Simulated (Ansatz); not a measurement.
# Cu3Au (Auricupride) (Pm-3m) in Ansatz: a series of runs

Runs on Cu3Au (Auricupride). Level: PBE. Tasks: single point.

Program: Ansatz 0.2.0. These are calculated values, not measurements. Logs are shortened: lines on timing, memory, paths and dates and some standing lists are left out, and cuts for length are marked.

**1. The structure**

The structure is cubic, space group Pm-3m (No. 221). Conventional cell: a = 3.740 Å, b = 3.740 Å, c = 3.740 Å, α = 90.00°, β = 90.00°, γ = 90.00°. Au (site symmetry m-3m) is surrounded by 12 Cu at 2.64 Å. Around Cu (site symmetry 4/mmm) lie 4 Au at 2.64 Å and 8 Cu at 2.64 Å.

**2. Single point, PBE, 12.29 Å³/atom (volume scaled by 0.94)**

File input.yaml:

```yaml
crystal:
  lattice:
    - [3.6636520466, 0.0, 0.0]
    - [0.0, 3.6636520466, 0.0]
    - [0.0, 0.0, 3.6636520466]
  atoms:
    - { symbol: Au, position: [0.0, 0.0, 0.0] }
    - { symbol: Cu, position: [0.5, 0.5, 0.0] }
    - { symbol: Cu, position: [0.5, 0.0, 0.5] }
    - { symbol: Cu, position: [0.0, 0.5, 0.5] }
kpoints:
  mp_grid: { grid: [7, 7, 7] }
scf:
  occupations: { method: fermi_dirac, width: 0.05 }
hamiltonian:
  xc: pbe
  pseudopotentials: { kind: all_electron, lapw: { basis_error: 0.001 } }
output:
  forces: true
  stress: true
  eigenvalues: true
```

Potentials or basis: all-electron LAPW, scalar-relativistic.

Launch:

```
> ansatz run input.yaml --threads 2 --pin off --max-ram 6144MiB --backend cpu --events-out ev --progress --plain --runs-dir out
```

The log of the run:

```text
Warning: RAYON_NUM_THREADS=2 ignored (pool sized by the plan → 2); use --threads N
LAPW: plane waves up to 8.898 Å⁻¹, error target 1.0e-3 eV per atom; small_component_spin mean_spin; Cu in spheres of 1.265 Å, 19 of its electrons in bands, Dirac shells []; Au in spheres of 1.325 Å, 43 of its electrons in bands, Dirac shells [] (how accurate: hamiltonian.pseudopotentials.lapw.basis_error, Limitations)
Engine: ansatz 0.2.0, aarch64-unknown-linux-gnu
Pseudopotentials: kind: all_electron
Pseudopotential: Au, LAPW, valence charge 43, lapw/all_electron/scalar/gaussian/Au, Koelling and Harmon's equation, gaussian nucleus
Pseudopotential: Cu, LAPW, valence charge 19, lapw/all_electron/scalar/gaussian/Cu, Koelling and Harmon's equation, gaussian nucleus
Functional definition: PBE
  parameter kappa = 0.804
  parameter beta = 0.06672455060314922
  exchange = pbe_x(kappa = kappa, mu = beta*pi^2/3)
  correlation = pbe_c(beta = beta)
Crystal: 4 atoms, lattice volume = 49.175 Å³
Basis set: ecut = 301.6527836034972 eV, 587 PW (Γ), exchange–correlation at level 2
Bands: 60, of which v1, the nominal top of the filled ones, is band 50 counted from 1 (49 counted from 0)
Symmetry: 48 space group operations
Space group: Pm-3m (ITA 221), of the structure as read, at distance tolerance 3.7e-5 Å
k-points: 20 of 343
Non-local potential: Au, projectors of the file, none
Non-local potential: Cu, projectors of the file, none
Initial density: superposition of atomic densities (chi_scale 0.1, normalization cell, long waves kept (reshape's long-wave potential 0.00 eV rms))
Initial wavefunctions: plane waves of lowest kinetic energy (no species holds an atomic orbital)
Functional: x = pbe(κ = 0.804, μ = 0.2195149727645171), c = pbe(β = 0.06672455060314922)
iter 1 solved again at ethr=4.64e-4 eV; its pass at ethr=1.00e-1 eV (dr2=4.64e-1 eV) is discarded
SCF iter   1: F=—  HF=-652330.303917 eV  |F-HF|=—  |Δ(HF+E_count)|=         —  Δρ=4.30e-2  dr2=4.66e-1  ethr=4.64e-4  ⟨swp⟩=2.2  Hψ=7911  notcnv=0
preconditioner: auto → Kerker (q_TF=auto, 3.071 Å⁻¹)  [metal: Δε(μ)=0.088 eV  Ē_g=11.650 eV  σ=0.050 eV  W_gap=0.41  n_scr=26 (ndim 8)  ℏωp=35.1 eV  f_vac=0.000  D(μ)=1.53/eV (n_scr^D=6)]
SCF iter   2: F=—  HF=-652331.621416 eV  |F-HF|=—  |Δ(HF+E_count)|=    1.32e0  Δρ=3.09e-2  dr2=7.67e-1  ethr=4.64e-4  ⟨swp⟩=3.0  Hψ=4103  notcnv=0
preconditioner: auto → Resta (q_TF=auto, 3.071 Å⁻¹)  ε∞=7.7  [insulator: Δε(μ)=0.208 eV  Ē_g=13.564 eV  σ=0.050 eV  W_gap=0.57  n_scr=26 (ndim 8)  ℏωp=35.1 eV  f_vac=0.000  D(μ)=1.49/eV (n_scr^D=6)  ε∞_Penn≈7.7]
SCF iter   3: F=—  HF=-652327.760100 eV  |F-HF|=—  |Δ(HF+E_count)|=    3.86e0  Δρ=1.01e-2  dr2=5.43e-2  ethr=4.64e-4  ⟨swp⟩=3.0  Hψ=3633  notcnv=0
SCF iter   4: F=—  HF=-652327.706498 eV  |F-HF|=—  |Δ(HF+E_count)|=   5.36e-2  Δρ=7.90e-3  dr2=2.71e-2  ethr=5.43e-5  ⟨swp⟩=2.0  Hψ=3437  notcnv=0
SCF iter   5: F=—  HF=-652327.697100 eV  |F-HF|=—  |Δ(HF+E_count)|=   9.40e-3  Δρ=2.98e-3  dr2=4.82e-3  ethr=2.71e-5  ⟨swp⟩=2.0  Hψ=3437  notcnv=0
SCF iter   6: F=—  HF=-652327.697785 eV  |F-HF|=—  |Δ(HF+E_count)|=   6.85e-4  Δρ=1.09e-3  dr2=8.68e-4  ethr=4.82e-6  ⟨swp⟩=2.0  Hψ=3437  notcnv=0
iter 7 solved again at ethr=1.64e-8 eV; its pass at ethr=8.68e-7 eV (dr2=1.64e-5 eV) is discarded
SCF iter   7: F=—  HF=-652327.697749 eV  |F-HF|=—  |Δ(HF+E_count)|=   3.63e-5  Δρ=2.02e-4  dr2=1.64e-5  ethr=1.64e-8  ⟨swp⟩=2.0  Hψ=5877  notcnv=0
SCF iter   8: F=—  HF=-652327.697693 eV  |F-HF|=—  |Δ(HF+E_count)|=   5.53e-5  Δρ=9.19e-5  dr2=4.63e-6  ethr=1.64e-8  ⟨swp⟩=3.0  Hψ=3526  notcnv=0
SCF iter   9: F=—  HF=-652327.697691 eV  |F-HF|=—  |Δ(HF+E_count)|=   1.85e-6  Δρ=6.01e-5  dr2=2.58e-6  ethr=4.63e-9  ⟨swp⟩=2.0  Hψ=3437  notcnv=0
SCF iter  10: F=—  HF=-652327.697689 eV  |F-HF|=—  |Δ(HF+E_count)|=   1.98e-6  Δρ=9.01e-6  dr2=2.35e-8  ethr=2.58e-9  ⟨swp⟩=2.0  Hψ=3437  notcnv=0
SCF iter  11: F=-652327.697689 eV  HF=-652327.697689 eV  |F-HF|=3.73e-9  |Δ(HF+E_count)|=   8.21e-8  Δρ=4.07e-6  dr2=9.07e-9  ethr=2.35e-11  ⟨swp⟩=2.0  Hψ=3437  notcnv=0
SCF 1 converged in 11 iterations: F = -652327.697689 eV  dr2 = 9.07e-9
SCF converged after 11 iterations
Free energy (F): -652327.697689 eV
Harris-Foulkes:  -652327.697689 eV  (|F-HF|=3.73e-9)
Internal energy: -652327.685471 eV  (E = F + TS)
E sigma→0 (E₀):  -652327.691580 eV
Entropy (-TS):   -0.012219 eV (-3.055 meV/atom)
Fermi energy:    21.153120 eV
--- Per-component energies (eV) ---
  E_band       = -4881.041703
  E_kinetic    = 726961.089378
  E_xc         = -15439.954223
  E_electrostatic = -1363848.820625  (all electrons and nuclei)
  E_smearing   = -0.012219  (= −TS)
  E_closure    = 0.000000  (closes the sum)
  E_atoms      = -652313.260650  (free atoms, spherical and without spin; not in F)
  Σ components = -652327.697689   (vs F -652327.697689, Δ=0.00e0)
  Basis errors (estimates in eV, not in F): energy 2.3e-4 per atom: plane waves 2.0e-4 (1.0e-4 summed), levels above the bands 4.9e-116, relativity 2.0e-8, radial functions 2.3e-5, core shells 2.1e-7; eigenvalues (radial functions only) 9.2e-7; not estimated: angular momenta, meshes, grids; target (lapw.basis_error) 1.0e-3; muffin-tin radii Cu 1.265 Å, Au 1.325 Å
--- Forces (eV/Å), atoms counted from 1 ---
  atom   1  Au     0.00000000    -0.00000000     0.00000000
  atom   2  Cu    -0.00000000    -0.00000000     0.00000000
  atom   3  Cu    -0.00000000     0.00000000     0.00000000
  atom   4  Cu    -0.00000000     0.00000000     0.00000000
  max |Σ_I F_I| component: 2.28e-30 eV/Å
--- Stress (GPa, compression-positive) ---
       16.973103       0.000000       0.000000
        0.000000      16.973103       0.000000
        0.000000       0.000000      16.973103
  P = ⅓ Tr σ = 16.9731 GPa (169.731 kbar)
--- Band table (eV; the first three rows and the last of 20) ---
  k-point 0: bands = ["-302.3885", "-302.3885", "-302.3885", "-302.3701", "-302.3701", "-91.4222", "-91.4107", "-91.4107", "-85.0953", "-58.1434", "-58.1308", "-58.1308", "-58.1308", "-58.1204", "-58.1204", "-58.1204", "-48.8302", "-48.8302", "-48.8302", "-48.7965", "-48.7965", "-48.7965", "-48.7658", "-48.7658", "-48.7658", "-36.5199", "-36.5199", "-36.5199", "10.8983", "14.2352", "14.2352", "15.1565", "15.1565", "15.1565", "16.2101", "17.8271", "17.8271", "17.8271", "18.7931", "18.7931", "19.4307", "19.5087", "19.5087", "19.6013", "19.6013", "19.6013", "19.7997", "19.7997", "19.7997", "22.3104", "22.3104", "22.3104", "27.6372", "29.2872", "29.2872", "32.4623", "32.4623", "32.4623", "34.6567", "34.6567"]
  k-point 1: bands = ["-302.3885", "-302.3885", "-302.3885", "-302.3701", "-302.3701", "-91.4217", "-91.4112", "-91.4107", "-85.0953", "-58.1434", "-58.1308", "-58.1308", "-58.1308", "-58.1204", "-58.1204", "-58.1204", "-48.8285", "-48.8285", "-48.8273", "-48.7970", "-48.7970", "-48.7966", "-48.7688", "-48.7670", "-48.7670", "-36.5211", "-36.5199", "-36.5199", "11.1570", "14.3349", "14.3641", "15.2126", "15.2246", "15.2246", "16.2751", "17.7522", "17.8803", "17.8803", "18.6999", "18.8257", "19.1717", "19.1717", "19.3472", "19.3897", "19.4492", "19.5549", "19.5549", "19.6015", "19.7989", "21.0770", "23.1020", "23.1020", "28.1015", "29.1729", "30.5054", "32.1289", "32.2209", "32.2209", "33.4589", "34.3205"]
  k-point 2: bands = ["-302.3885", "-302.3885", "-302.3885", "-302.3701", "-302.3701", "-91.4203", "-91.4125", "-91.4106", "-85.0953", "-58.1434", "-58.1308", "-58.1308", "-58.1308", "-58.1204", "-58.1204", "-58.1204", "-48.8239", "-48.8239", "-48.8191", "-48.7985", "-48.7985", "-48.7968", "-48.7773", "-48.7700", "-48.7700", "-36.5239", "-36.5201", "-36.5201", "11.8899", "14.5798", "14.6142", "15.3519", "15.4090", "15.4090", "16.4420", "17.5708", "17.9692", "17.9692", "18.3844", "18.4117", "18.4117", "18.9157", "19.0506", "19.0892", "19.1921", "19.2219", "19.2219", "19.3442", "19.6018", "19.7974", "24.6835", "24.6835", "28.4711", "28.8926", "30.7052", "30.7052", "31.3536", "31.5985", "33.8059", "35.1185"]
  k-point 19: bands = ["-302.3885", "-302.3885", "-302.3885", "-302.3701", "-302.3701", "-91.4149", "-91.4143", "-91.4143", "-85.0952", "-58.1434", "-58.1308", "-58.1308", "-58.1308", "-58.1204", "-58.1204", "-58.1204", "-48.8407", "-48.8269", "-48.8268", "-48.8268", "-48.7763", "-48.7763", "-48.7758", "-48.7658", "-48.7658", "-36.5241", "-36.5240", "-36.5240", "14.2364", "14.3131", "14.3131", "15.4411", "16.3911", "16.3911", "17.6592", "17.8042", "17.8042", "18.0230", "18.0230", "18.1070", "18.7244", "18.7999", "18.7999", "19.0726", "19.4212", "19.4212", "19.4603", "19.5371", "19.5371", "20.6398", "20.6398", "20.6908", "24.4548", "25.8801", "25.8801", "26.6607", "38.9126", "38.9126", "39.4632", "39.6705"]
```

Run time: 14 s. Hardware: 2 threads of Arm Neoverse V2, shared host; peak memory 0.45 GiB.

Results:

| Property | Result |
| --- | --- |
| Free energy | -652327.6977 eV |
| Pressure | 17.0 GPa |
| Band gap on the k mesh | none (metal or under the smearing width) |

**3. Single point, PBE, 12.56 Å³/atom (volume scaled by 0.96)**

input.yaml, as its differences from that of step 2:

```diff
@@ -2,5 +2,5 @@
   lattice:
-    - [3.6636520466, 0.0, 0.0]
-    - [0.0, 3.6636520466, 0.0]
-    - [0.0, 0.0, 3.6636520466]
+    - [3.6894532632, 0.0, 0.0]
+    - [0.0, 3.6894532632, 0.0]
+    - [0.0, 0.0, 3.6894532632]
   atoms:
```

Potentials or basis: all-electron LAPW, scalar-relativistic.

Launch:

```
> ansatz run input.yaml --threads 2 --pin off --max-ram 6144MiB --backend cpu --events-out ev --progress --plain --runs-dir out
```

It took 14 s on 2 threads of Arm Neoverse V2, shared host; peak memory 0.45 GiB.

Results (log left out):

```yaml
Free_energy: -652327.7935 eV
Pressure: 12.5 GPa
Band_gap_on_the_k_mesh: none (metal or under the smearing width)
```

**4. Single point, PBE, 12.82 Å³/atom (volume scaled by 0.98)**

input.yaml, as its differences from that of step 3:

```diff
@@ -2,5 +2,5 @@
   lattice:
-    - [3.6894532632, 0.0, 0.0]
-    - [0.0, 3.6894532632, 0.0]
-    - [0.0, 0.0, 3.6894532632]
+    - [3.7148985725, 0.0, 0.0]
+    - [0.0, 3.7148985725, 0.0]
+    - [0.0, 0.0, 3.7148985725]
   atoms:
```

Launch:

```
> ansatz run input.yaml --threads 2 --pin off --max-ram 6144MiB --backend cpu --events-out ev --progress --plain --runs-dir out
```

It took 14 s on 2 threads of Arm Neoverse V2, shared host; peak memory 0.45 GiB.

It converged, with:

- Free energy: -652327.8615 eV
- Pressure: 8.5 GPa
- Band gap on the k mesh: none (metal or under the smearing width)

**5. Single point, PBE, 13.08 Å³/atom**

input.yaml, as its differences from that of step 4:

```diff
@@ -2,5 +2,5 @@
   lattice:
-    - [3.7148985725, 0.0, 0.0]
-    - [0.0, 3.7148985725, 0.0]
-    - [0.0, 0.0, 3.7148985725]
+    - [3.74, 0.0, 0.0]
+    - [0.0, 3.74, 0.0]
+    - [0.0, 0.0, 3.74]
   atoms:
```

Launch:

```
> ansatz run input.yaml --threads 2 --pin off --max-ram 6144MiB --backend cpu --events-out ev --progress --plain --runs-dir out
```

Run time: 15 s. Hardware: 2 threads of Arm Neoverse V2, shared host; peak memory 0.45 GiB.

It converged, with:

```
Free energy            : -652327.9050 eV
Pressure               : 4.9 GPa
Band gap on the k mesh : none (metal or under the smearing width)
```

**6. Single point, PBE, 13.34 Å³/atom (volume scaled by 1.02)**

input.yaml, as its differences from that of step 5:

```diff
@@ -2,5 +2,5 @@
   lattice:
-    - [3.74, 0.0, 0.0]
-    - [0.0, 3.74, 0.0]
-    - [0.0, 0.0, 3.74]
+    - [3.7647689338, 0.0, 0.0]
+    - [0.0, 3.7647689338, 0.0]
+    - [0.0, 0.0, 3.7647689338]
   atoms:
```

Potentials or basis: all-electron LAPW, scalar-relativistic.

Launch:

```
> ansatz run input.yaml --threads 2 --pin off --max-ram 6144MiB --backend cpu --events-out ev --progress --plain --runs-dir out
```

Run time: 16 s. Hardware: 2 threads of Arm Neoverse V2, shared host; peak memory 0.45 GiB.

The run converged. Its results:

- Free energy: -652327.9267 eV
- Pressure: 1.8 GPa
- Band gap on the k mesh: none (metal or under the smearing width)

**7. Single point, PBE, 13.60 Å³/atom (volume scaled by 1.04)**

input.yaml, as its differences from that of step 6:

```diff
@@ -2,5 +2,5 @@
   lattice:
-    - [3.7647689338, 0.0, 0.0]
-    - [0.0, 3.7647689338, 0.0]
-    - [0.0, 0.0, 3.7647689338]
+    - [3.7892161703, 0.0, 0.0]
+    - [0.0, 3.7892161703, 0.0]
+    - [0.0, 0.0, 3.7892161703]
   atoms:
```

Launch:

```
> ansatz run input.yaml --threads 2 --pin off --max-ram 6144MiB --backend cpu --events-out ev --progress --plain --runs-dir out
```

Run time: 16 s. Hardware: 2 threads of Arm Neoverse V2, shared host; peak memory 0.45 GiB.

It converged, with:

```yaml
Free_energy: -652327.9290 eV
Pressure: -1.0 GPa
Band_gap_on_the_k_mesh: none (metal or under the smearing width)
```

**8. Single point, PBE, 13.86 Å³/atom (volume scaled by 1.06)**

input.yaml, as its differences from that of step 7:

```diff
@@ -2,5 +2,5 @@
   lattice:
-    - [3.7892161703, 0.0, 0.0]
-    - [0.0, 3.7892161703, 0.0]
-    - [0.0, 0.0, 3.7892161703]
+    - [3.8133519559, 0.0, 0.0]
+    - [0.0, 3.8133519559, 0.0]
+    - [0.0, 0.0, 3.8133519559]
   atoms:
```

Launch:

```
> ansatz run input.yaml --threads 2 --pin off --max-ram 6144MiB --backend cpu --events-out ev --progress --plain --runs-dir out
```

It took 16 s on 2 threads of Arm Neoverse V2, shared host; peak memory 0.46 GiB.

The run converged. Its results:

* Free energy: -652327.9142 eV
* Pressure: -3.5 GPa
* Band gap on the k mesh: none (metal or under the smearing width)

**9. The reference run**

An earlier run on the cell as given: functional PBE; potentials or basis all-electron LAPW, scalar-relativistic; cutoff 287 eV (chosen from the basis error); basis error allowed 0.001 eV/atom; k mesh 7 × 7 × 7; occupations fermi-dirac, width 0.05 eV; no spin polarisation.

* Pressure: 4.9 GPa
* Band gap on the k mesh: none (metal or under the smearing width)
